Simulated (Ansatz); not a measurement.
Recipe of this trial structure of Ge: random cell by space group and Wyckoff sites (P6mm, No. 183). Lengths were set from tabulated atomic sizes, so they are only a guess.

```xyz
8
Lattice="6.0577 0.0000 0.0000 -3.0289 5.2461 0.0000 0.0000 0.0000 8.7959" Properties=species:S:1:pos:R:3 pbc="T T T"
Ge    1.6050    0.0000    1.8982
Ge   -0.8025    1.3900    1.8982
Ge    2.2263    3.8561    1.8982
Ge    4.4527    0.0000    1.8982
Ge   -2.2263    3.8561    1.8982
Ge    0.8025    1.3900    1.8982
Ge    0.0000    3.4974    2.3705
Ge    3.0289    1.7487    2.3705
```

Level of theory: DFT PBE, scalar-relativistic, plane waves, PAW in Ansatz 0.2.0. Cutoff 420 eV, Gaussian smearing, Γ-centred meshes. Cell and atoms relax first on a coarse mesh and then on a finer one. In between, the cell is made exact in the group found at 0.06 Å. In metals the finer mesh still leaves noise of several meV/atom or more. The steps can't lower the symmetry of their start. No spin polarisation.

A guess keeps its type if space group and coordination stay and the shape of the cell changes little (axis ratios within about 15 %, angles within 6°); the volume may change.

Problem. Does it keep its structure type, or change into something else?

Solution. It doesn't keep its type. The symmetry goes from P6mm (No. 183) to P6/mmm (No. 191). The volume per atom shrinks by 40.0 %, from 34.9 to 21.0 Å³. The shortest distance goes from 1.61 Å (Ge–Ge) to 2.75 Å (Ge–Ge). Counting neighbours within 15 % of an atom's shortest distance, the start has Ge 2/6 and the end Ge 9/14. In detail, at the end Ge on a site of symmetry m2m has 5 Ge at 2.75–2.80 Å and 4 Ge at 3.10 Å; around Ge on a site of symmetry -6m2 lie 2 Ge at 2.80 Å and 12 Ge at 3.10 Å.

```cif
data_structure
_symmetry_space_group_name_H-M 'P6/mmm'
_symmetry_Int_Tables_number 191
_cell_length_a 8.3218
_cell_length_b 8.3218
_cell_length_c 2.7957
_cell_angle_alpha 90.000
_cell_angle_beta 90.000
_cell_angle_gamma 120.000
_cell_volume 167.67
loop_
_atom_site_label
_atom_site_type_symbol
_atom_site_symmetry_multiplicity
_atom_site_Wyckoff_symbol
_atom_site_fract_x
_atom_site_fract_y
_atom_site_fract_z
_atom_site_occupancy
Ge1 Ge 6 j 0.33478 0.00000 0.00000 1
Ge2 Ge 2 d 0.33333 0.66667 0.50000 1
```

The last run used a 6×6×12 mesh (in the run's order of axes) for its 8-atom cell and Gaussian smearing of 0.10 eV. A structure relaxed within its symmetry needn't be a true minimum. Another cell of Ge relaxed alike, in R-3m, lies 64 meV/atom lower, so this cell isn't the stable form at this level.

In counts of neighbours, a slash parts the counts of unlike sites.
